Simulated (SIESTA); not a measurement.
A run of SIESTA 5.4.2 is set up as follows.

File CdO.fdf:

```
SystemName                      Monteponite
SystemLabel                     CdO
NumberOfSpecies                 2
NumberOfAtoms                   2
%block ChemicalSpeciesLabel
  1  48 Cd
  2   8 O
%endblock ChemicalSpeciesLabel

LatticeConstant                 1.0 Ang
%block LatticeVectors
     0.0000000000     2.3495000000     2.3495000000
     2.3495000000     0.0000000000     2.3495000000
     2.3495000000     2.3495000000     0.0000000000
%endblock LatticeVectors
AtomicCoordinatesFormat         Fractional
%block AtomicCoordinatesAndAtomicSpecies
     0.0000000000     0.0000000000     0.0000000000  1  Cd
     0.5000000000     0.5000000000     0.5000000000  2  O
%endblock AtomicCoordinatesAndAtomicSpecies

%block kgrid.MonkhorstPack
   10   0   0  0.0
    0  10   0  0.0
    0   0  10  0.0
%endblock kgrid.MonkhorstPack
XC.Functional                   GGA
XC.Authors                      AM05
PAO.BasisSize                   DZP
PAO.EnergyShift                 0.002 Ry
Mesh.Cutoff                     800 Ry
OccupationFunction              FD
ElectronicTemperature           0.05 eV
MaxSCFIterations                120
SCF.MustConverge                false
SCF.Mixer.Method                Pulay
SCF.Mixer.Weight                0.25
SCF.Mixer.History               8
SCF.DM.Tolerance                5.0e-05
SCF.H.Tolerance                 1.0e-03 eV
WriteForces                     true
Charge.Mulliken                 end
MD.TypeOfRun                    CG
MD.Steps                        40
MD.MaxForceTol                  0.02 eV/Ang
MD.MaxDispl                     0.1 Ang
WriteCoorStep                   true
AtomCoorFormatOut               Fractional
MD.VariableCell                 true
MD.MaxStressTol                 0.1 GPa
```

Potentials or basis: PseudoDojo 0.4 standard (PBEsol files), DZP (energy shift 0.002 Ry).

Run with:

```sh
$ siesta CdO.fdf > CdO.out 2>&1
```

**Question.** Predict the relaxed cell.

**Answer.** a = 3.330 Å, b = 3.330 Å, c = 3.330 Å, α = 60.00°, β = 60.00°, γ = 60.00°.

**Question.** Estimate the space group after relaxing (to 0.05 Å).

**Answer.** Fm-3m (No. 225).

**Question.** Estimate the relaxed volume.

**Answer.** 13.05 Å³/atom.

Final structure:
```cif
data_structure
_symmetry_space_group_name_H-M 'P 1'
_symmetry_Int_Tables_number 1
_cell_length_a 3.3296
_cell_length_b 3.3296
_cell_length_c 3.3296
_cell_angle_alpha 59.999
_cell_angle_beta 59.999
_cell_angle_gamma 59.999
_cell_volume 26.10
loop_
_atom_site_label
_atom_site_type_symbol
_atom_site_fract_x
_atom_site_fract_y
_atom_site_fract_z
_atom_site_occupancy
Cd1 Cd 0.00000 0.00000 0.00000 1
O1 O 0.50000 0.50000 0.50000 1
```

Caveat: semicore shells carry a single zeta, which can move pressures by several GPa and volumes by a few percent; the potentials were made for another functional, which shifts forces and pressure; the basis of atomic orbitals isn't converged, which shifts pressures, moduli and gaps. Zero-point motion and thermal expansion aren't in these numbers.
